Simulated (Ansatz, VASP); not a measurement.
# Two plane-wave programs on InP

```
In P
1.0
     0.00000    2.77016    2.77016
     2.77016    0.00000    2.77016
     2.77016    2.77016    0.00000
In P
1 1
Direct
  0.00000 0.00000 0.00000
  0.50000 0.50000 0.50000
```

Measurements of this composition are mostly on another form, of space group No. 216.

Alike in both runs: functional PBE; k mesh 14 × 14 × 14; occupations gaussian, width 0.1 eV; no spin polarisation.

Ansatz relaxed the structure, and its values are those at the end. VASP's run is a single point on that final structure, the one shown.

```csv
,VASP,Ansatz
version,VASP 6.6.1,Ansatz 0.2.0
potentials or method,"VASP PAW PBE potentials, release 64 (In_d, P)","scalar-relativistic, plane waves, PAW"
plane-wave cutoff (eV),520,420
valence electrons in the cell,18,18
```

|  | VASP | Ansatz | Ansatz less VASP |
| --- | --- | --- | --- |
| gap on the k mesh at the Fermi level (eV) | none | none | - |
| pressure (GPa) | 0.0 | 0.0 | +0.03 |

A gap of «none» marks a metal or a gap that the smearing closes. The functional is the same, so the differences come from potentials, cutoffs and numerics.
